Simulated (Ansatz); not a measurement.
**Au under changes of volume**

One of the cells (16.855 Å³/atom); the others are scaled copies at fixed shape and fractional positions:

```xyz
1
Lattice="0.0000 2.0350 2.0350 2.0350 0.0000 2.0350 2.0350 2.0350 0.0000" Properties=species:S:1:pos:R:3 pbc="T T T"
Au    0.0000    0.0000    0.0000
```

| Quantity | Value |
| --- | --- |
| Program | Ansatz 0.2.0 |
| Functional | revPBE0 |
| Potentials or basis | Ansatz PAW |
| Cutoff | 420 eV (not typed: the program's choice for these potentials) |
| k mesh | 6 × 6 × 6 |
| Occupations | fermi-dirac, width 0.05 eV |
| Spin | no spin polarisation |

```tsv
volume (Å³/atom)	energy over the lowest point (meV/atom)	pressure (GPa)
15.843	149.06	25.5
16.181	101.09	20.1
16.518	64.10	15.2
16.855	36.52	11.0
17.192	?	?
17.529	5.34	4.0
17.866	0.00	1.1
```

Problem. What does the run at 17.192 Å³/atom give?

Solution. Energy over the lowest point 17.30 meV/atom; pressure 7.3 GPa.

Worked out: A Birch-Murnaghan fit of order 3 (a polynomial in V^(-2/3)) to the other rows has its minimum at 18.01 Å³/atom, just outside them, with B0 = V·E''(V) = 138 GPa and B' = 5.7. It gives 17.25 meV/atom at 17.192 Å³/atom, against the run's 17.30, and -dE/dV = 7.3 GPa, against 7.3.

Energies are extrapolated to zero smearing.

Caveats: all runs use coarse meshes; the PAW data sets come from PBE, with cores solved anew for the run's functional, which leaves a small shift of forces and pressure; the thresholds are loose for stress.
